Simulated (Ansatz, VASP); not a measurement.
LiHF2 in VASP and in Ansatz

```
Li H F
1.0
     1.60343    0.92574    4.23886
    -1.60343    0.92574    4.23886
     0.00000   -1.85148    4.23886
Li H F
1 1 2
Direct
  0.00000 0.00000 0.00000
  0.50000 0.50000 0.50000
  0.39984 0.39984 0.39984
  0.60016 0.60016 0.60016
```

Alike in both runs: task single point; functional PBEsol; k mesh 9 × 9 × 9; occupations gaussian, width 0.02 eV; no spin polarisation.

|  | VASP | Ansatz |
| --- | --- | --- |
| version | VASP 6.6.1 | Ansatz 0.2.0 |
| potentials or method | VASP PAW PBE potentials, release 64 (Li_sv, H, F) | scalar-relativistic, plane waves, PAW |
| plane-wave cutoff (eV) | 520 | 420 |
| valence electrons in the cell | 18 | 18 |

|  | VASP | Ansatz | Ansatz less VASP |
| --- | --- | --- | --- |
| gap on the k mesh at the Fermi level (eV) | 6.84 | 6.86 | +0.025 |
| least direct gap on the mesh (eV) | 7.05 | 7.08 | +0.024 |
| rms of the force components (eV/Å) | 1.215 | 1.226 | +0.0114 |

Atom by atom the forces differ by 0.011 eV/Å (rms over components). With one functional, cell and mesh, what is left measures potentials, basis and numerics.

Caveats: the PAW data sets were made with another functional, which shifts forces and pressure a little (VASP); an odd mesh through Γ misses points on the zone boundary, where band edges often lie.
